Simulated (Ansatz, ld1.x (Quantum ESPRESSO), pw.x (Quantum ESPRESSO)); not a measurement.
## From atom to crystal: TM potential for scandium (Sc)

```
Element                 : Sc
Generator               : ld1.x (Quantum ESPRESSO) 7.5
Type                    : norm-conserving Troullier–Martins (Kleinman–Bylander form)
Functional              : PBE
Relativity              : scalar-relativistic
Frozen core             : [Ar]
Valence charge          : 3
Reference configuration : 3d1 4s2 4p0
Partial waves           : 4s (bound): rc 2.85 bohr; 4p (bound, empty): rc 2.80 bohr; 3d (bound): rc 2.70 bohr; 4f channel at 0.45 Ry: rc 2.50 bohr
Local potential         : all-electron potential smoothed inside 2.55 bohr (lloc = -1)
Core correction         : a·sin(br)/r model core inside 1.15 bohr
```

Crystal test: fcc Sc in pw.x 7.5, no spin, 12³ k-points, Fermi–Dirac smearing 0.01 Ry, cutoffs 50/200 Ry. The reference is all-electron LAPW (Ansatz 0.2.0) with the same functional, mesh and smearing; V0 and B0 come from Birch–Murnaghan fits to the pressures at five volumes. Errors are pseudo minus all-electron; Δ is the rms difference of the E(V) curves that follow from these fits, minima aligned, over ±6 % about the mean V0. Mesh and smearing are coarse, so the numbers serve the comparison and aren't converged zero-temperature values; the lattice is a test structure that the element need not adopt.

```
V (Å³/atom)  P all-electron (GPa)  P pseudo (GPa)
     23.612                  2.83            2.55
     24.234                  1.35            1.04
     24.855                  0.01           -0.32
     25.476                 -1.19           -1.55
     26.098                 -2.28           -2.65
```

All-electron: a0 = 4.633 Å (V0 = 24.86 Å³/atom), B0 = 50.8 GPa.

Pseudopotential: mean pressure error (GPa): -0.33; a0 (Å): 4.623; a0 error (%): -0.21; B0 error (%): +3.7; Δ (meV/atom): 1.8. The logarithmic derivative shows an extra or strongly shifted pseudo pole above the reference energy (s near 0.28 Ry).

Question: At the middle volume, how do free energy and pressure move when the wave cutoff is lowered (ecutrho kept at four times it)?

Answer:

| cutoff (Ry) | shift of F (meV/atom) | shift of P (GPa) |
| --- | --- | --- |
| 22 | +505.1 | -13.08 |
| 30 | +32.1 | -1.55 |
| 40 | +1.4 | -0.14 |

The run at the middle volume (72 k-points, 8 iterations) took about 8.5 s on one core of a shared host (Neoverse-V1, 32 threads, 247 GiB, load 24).
